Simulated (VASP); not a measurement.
# SnTe (Fm-3m) in VASP: a series of runs

Runs on SnTe. Level: HSE06. Tasks: relaxation of cell and atoms.

Everything below comes from runs of VASP 6.6.1. Logs are shortened: lines on timing, memory, paths and dates and some standing lists are left out, and cuts for length are marked.

## Step 1: The structure

It takes space group Fm-3m (No. 225, cubic). The conventional cell has a = 6.302 Å, b = 6.302 Å, c = 6.302 Å, α = 90.00°, β = 90.00°, γ = 90.00°. Sn (site symmetry m-3m) has 6 Te at 3.15 Å as nearest neighbours. Te (site symmetry m-3m) is surrounded by 6 Sn at 3.15 Å.

## Step 2: Relaxation of cell and atoms, HSE06

The input, POSCAR:

```
SnTe
1.0
    0.0000000000      3.1508500000      3.1508500000
    3.1508500000      0.0000000000      3.1508500000
    3.1508500000      3.1508500000      0.0000000000
Sn Te
1 1
Direct
    0.0000000000      0.0000000000      0.0000000000
    0.5000000000      0.5000000000      0.5000000000
```

The input, INCAR.step1:

```
SYSTEM = SnTe
  PREC = Accurate
  ENCUT = 520
  EDIFF = 1E-5
  ISMEAR = 0
  SIGMA = 0.02
  LREAL = .False.
  LASPH = .True.
  NELM = 60
  ALGO = Normal
  LWAVE = .True.
  LCHARG = .False.
  KPAR = 4
  GGA = PE
```

The input, INCAR.step2:

```
SYSTEM = SnTe
  PREC = Accurate
  ENCUT = 520
  EDIFF = 1E-7
  ISMEAR = 0
  SIGMA = 0.02
  LREAL = .False.
  LASPH = .True.
  NELM = 60
  ALGO = Normal
  ISIF = 3
  LWAVE = .False.
  LCHARG = .False.
  GGA = PE
  LHFCALC = .True.
  HFSCREEN = 0.2
  PRECFOCK = Fast
  IBRION = 2
  NSW = 80
  EDIFFG = -0.01
  KPAR = 4
  ISTART = 1
```

The input, KPOINTS:

```
Automatic mesh
0
Gamma
  4 4 4
  0 0 0
```

Potentials or basis: VASP PAW PBE potentials, release 64 (Sn_d, Te).

The run is started by

```bash
$ cat potpaw_PBE.64/Sn_d/POTCAR potpaw_PBE.64/Te/POTCAR > POTCAR
$ cp INCAR.step1 INCAR
$ mpirun -np 4 vasp_std > vasp.out
$ cp INCAR.step2 INCAR
$ mpirun -np 4 vasp_std > vasp.out
```

OUTCAR:

```text
SYSTEM = SnTe
   PREC = Accurate
   ENCUT = 520
   EDIFF = 1E-7
   ISMEAR = 0
   LREAL = .False.
   LASPH = .True.
   NELM = 60
   ISIF = 3
   GGA = PE
   LHFCALC = .True.
   HFSCREEN = 0.2
   PRECFOCK = Fast
   IBRION = 2
   NSW = 80
   EDIFFG = -0.01
   ISTART = 1

 ion  position               nearest neighbor table
   1  0.000  0.000  0.000-   2 3.15   2 3.15   2 3.15   2 3.15   2 3.15   2 3.15
   2  0.500  0.500  0.500-   1 3.15   1 3.15   1 3.15   1 3.15   1 3.15   1 3.15

  LATTYP: Found a face centered cubic cell.
 ALAT       =     6.3017000000

  Lattice vectors:

 A1 = (   0.0000000000,   3.1508500000,   3.1508500000)
 A2 = (   3.1508500000,   0.0000000000,   3.1508500000)
 A3 = (   3.1508500000,   3.1508500000,   0.0000000000)

Analysis of symmetry for initial positions (statically):
=====================================================================
 Subroutine PRICEL returns:
 Original cell was already a primitive cell.

 Routine SETGRP: Setting up the symmetry group for a
 face centered cubic supercell.

 Subroutine GETGRP returns: Found 48 space group operations
 (whereof 48 operations were pure point group operations)
 out of a pool of 48 trial point group operations.

The static configuration has the point symmetry O_h .

Analysis of symmetry for dynamics (positions and initial velocities):
=====================================================================
 Subroutine PRICEL returns:
 Original cell was already a primitive cell.

 Routine SETGRP: Setting up the symmetry group for a
 face centered cubic supercell.

 Subroutine GETGRP returns: Found 48 space group operations
 (whereof 48 operations were pure point group operations)
 out of a pool of 48 trial point group operations.

The dynamic configuration has the point symmetry O_h .

 Subroutine INISYM returns: Found 48 space group operations
 (whereof 48 operations are pure point group operations),
 and found     1 'primitive' translations

----------------------------------------------------------------------------------------

                                     Primitive cell

  volume of cell :      62.5624

  direct lattice vectors                    reciprocal lattice vectors
     0.000000000  3.150850000  3.150850000    -0.158687338  0.158687338  0.158687338
     3.150850000  0.000000000  3.150850000     0.158687338 -0.158687338  0.158687338
     3.150850000  3.150850000  0.000000000     0.158687338  0.158687338 -0.158687338
[... 88 lines left out ...]
  volume/ion in A,a.u.               =      31.28       211.10
  Fermi-wavevector in a.u.,A,eV,Ry     =   1.119387  2.115336 17.048485  1.253028
  Thomas-Fermi vector in A             =   2.256026
   LORBIT       =      0    0 simple, 1 ext, 2 COOP (PROOUT), +10 PAW based schemes
   GGA     = PE    functional components
   LHFCALC =     T    Hartree Fock is set to
   PRECFOCK=fast      Normal, Fast or Accurate (Low or Medium for compatibility)
   ENCUT4O =  -1.0   cutoff for four orbital integrals eV
   NKREDX  =     1    reduce k-point grid by
   NKREDY  =     1    reduce k-point grid by
   NKREDZ  =     1    reduce k-point grid by
   AEXX    =    0.2500 exact exchange contribution
   HFSCREEN=    0.2000 screening length (either q_TF or 0.3 A-1)
   HFSCREENC=   0.2000 screening length for correlation (either q_TF or 0.3 A-1)
   ENCUTFOCK=  -1.0 apply spherical cutoff to Coloumb kernel
   IVDW    =     0    specifies the selected vdW correction
   LEPSILON=     F    determine dielectric tensor
   LRPA    =     F    only Hartree local field effects (RPA)
 conjugate gradient relaxation of ions
 non-spin polarized calculation
 Gauss-broadening in eV      SIGMA  =   0.02
  energy-cutoff  :      520.00
  volume of cell :       62.56
 maximum number of plane-waves:      1708
 NGX is ok and might be reduce to    36
  NGX = 18; NGY = 18; NGZ = 18

 number of electron      19.9999998 magnetization

 Free energy of the ion-electron system (eV)
  ---------------------------------------------------
  ext. energy  EPLUGINS =         0.00000000
  ---------------------------------------------------
  free energy    TOTEN  =        -9.04450968 eV

  energy without entropy =       -9.04441002  energy(sigma->0) =       -9.04445985

 E-fermi :   6.9657     XC(G=0):  -7.9265

 val. band max:        6.9330982023   @ k =   0.5000   0.0000   0.0000
 cond. band min:       6.9982127320   @ k =   0.5000   0.0000   0.0000
 fundamental gap:      0.0651145297
 Fermi energy:         6.9656554671

 k-point     1 :       0.0000    0.0000    0.0000
  band No.  band energies     occupation
      1     -17.5220      2.00000
      2     -17.5220      2.00000
      3     -17.5082      2.00000
      4     -17.5082      2.00000
      5     -17.5082      2.00000
      6      -7.4603      2.00000
      7       1.7353      2.00000
      8       4.2746      2.00000
      9       4.2746      2.00000
     10       4.2746      2.00000
     11      10.7305      0.00000
     12      10.7305      0.00000
     13      10.7305      0.00000
     14      11.9988      0.00000
[... 105 lines left out ...]
      1     -17.5354      2.00000
      2     -17.5232      2.00000
      3     -17.5049      2.00000
      4     -17.5049      2.00000
      5     -17.4971      2.00000
      6      -5.5735      2.00000
      7      -1.3912      2.00000
      8       1.2884      2.00000
      9       1.2884      2.00000
     10       5.8103      2.00000
     11       7.9144      0.00000
     12      11.9110      0.00000
     13      11.9110      0.00000
     14      13.6184      0.00000

------------------------ aborting loop because EDIFF is reached ----------------------------------------

  FORCE on cell =-STRESS in cart. coord.  units (eV):
  Direction    XX          YY          ZZ          XY          YZ          ZX
  --------------------------------------------------------------------------------------
  -------------------------------------------------------------------------------------
  Total        0.0088697      0.0088697      0.0088697      0.0000000     -0.0000000     -0.0000000
  in kB        0.2271455      0.2271455      0.2271455      0.0000000     -0.0000000     -0.0000000
  external PRESSURE =       0.2271455 kB  Pullay stress =       0.0000000 kB

 VOLUME and BASIS-vectors are now :
 -----------------------------------------------------------------------------
  energy-cutoff  :      520.00
  volume of cell :       62.56
      direct lattice vectors                 reciprocal lattice vectors
     0.000000000  3.150850000  3.150850000    -0.158687338  0.158687338  0.158687338
     3.150850000  0.000000000  3.150850000     0.158687338 -0.158687338  0.158687338
     3.150850000  3.150850000  0.000000000     0.158687338  0.158687338 -0.158687338

 POSITION                                       TOTAL-FORCE (eV/Angst)
 -----------------------------------------------------------------------------------
      0.00000      0.00000      0.00000        -0.000000     -0.000000     -0.000000
      3.15085      3.15085      3.15085         0.000000      0.000000      0.000000
 -----------------------------------------------------------------------------------
    total drift:                               -0.000003     -0.000003     -0.000002

  FREE ENERGIE OF THE ION-ELECTRON SYSTEM (eV)
  ---------------------------------------------------
  free  energy   TOTEN  =        -9.0445096772 eV

  energy  without entropy=       -9.0444100194  energy(sigma->0) =       -9.04445985

 reached required accuracy - stopping structural energy minimisation
```

It took 90 s on 4 MPI ranks of Intel Xeon Platinum 8375C at 2.90GHz (Ice Lake), shared host; peak memory 0.29 GiB.

What came out:

```yaml
Free_energy: -9.0445 eV
Pressure_after_relaxing: 0.0 GPa
Band_gap_on_the_k_mesh: 0.07 eV, direct
```

Final structure:
```
CELL_PARAMETERS angstrom
0.00000 3.15085 3.15085
3.15085 0.00000 3.15085
3.15085 3.15085 0.00000
ATOMIC_POSITIONS crystal
Sn 0.00000 0.00000 0.00000
Te 0.50000 0.50000 0.50000
```

Caveat: the k mesh is coarse (spacing up to 0.43 Å⁻¹), so the values aren't converged, least of all with exact exchange; the relaxation stopped at its first step, so nothing moved; the PAW data sets were made with another functional, which shifts forces and pressure a little; spin-orbit coupling is left out, which moves the levels of the heavy elements. A k mesh can miss the band edges.

## Step 3: Relaxation of cell and atoms, HSE06

The input, POSCAR:

```
SnTe                                    
1.0
    0.0000000000      3.1508500000      3.1508500000
    3.1508500000      0.0000000000      3.1508500000
    3.1508500000      3.1508500000      0.0000000000
  Sn              Te            
     1     1
Direct
     0.0000000000000000    0.0000000000000000    0.0000000000000000
     0.5000000000000000    0.5000000000000000    0.5000000000000000
```

INCAR.step1 is that of step 2.

INCAR.step2 is that of step 2.

KPOINTS is that of step 2.

Potentials or basis: VASP PAW PBE potentials, release 64 (Sn_d, Te).

The run is started by

```bash
$ cat potpaw_PBE.64/Sn_d/POTCAR potpaw_PBE.64/Te/POTCAR > POTCAR
$ cp INCAR.step1 INCAR
$ mpirun -np 4 vasp_std > vasp.out
$ cp INCAR.step2 INCAR
$ mpirun -np 4 vasp_std > vasp.out
```

It took 89 s on 4 MPI ranks of Intel Xeon Platinum 8375C at 2.90GHz (Ice Lake), shared host; peak memory 0.29 GiB.

It converged, with:

* Free energy: -9.0445 eV
* Pressure after relaxing: 0.0 GPa
* Band gap on the k mesh: 0.07 eV, direct

Final structure:
```
CELL_PARAMETERS angstrom
0.00000 3.15085 3.15085
3.15085 0.00000 3.15085
3.15085 3.15085 0.00000
ATOMIC_POSITIONS crystal
Sn 0.00000 0.00000 0.00000
Te 0.50000 0.50000 0.50000
```

Levels at points of the mesh, in eV from the valence-band top:
| k point | band 7 | band 8 | band 9 | band 10 | band 11 | band 12 | band 13 | band 14 |
| --- | --- | --- | --- | --- | --- | --- | --- | --- |
| (0.00, 0.00, 0.00) | -5.20 | -2.66 | -2.66 | -2.66 | 3.80 | 3.80 | 3.80 | 5.07 |
| (0.50, 0.00, 0.00) | -9.47 | -2.31 | -2.31 | 0.00 | 0.07 | 0.45 | 0.45 | 8.30 |
| (0.50, 0.50, 0.00) | -7.25 | -6.49 | -4.43 | -4.43 | 2.31 | 5.51 | 5.51 | 7.07 |

Caveat: the k mesh is coarse (spacing up to 0.43 Å⁻¹), so the values aren't converged, least of all with exact exchange; the relaxation stopped at its first step, so nothing moved; the PAW data sets were made with another functional, which shifts forces and pressure a little; spin-orbit coupling is left out, which moves the levels of the heavy elements. A k mesh can miss the band edges.
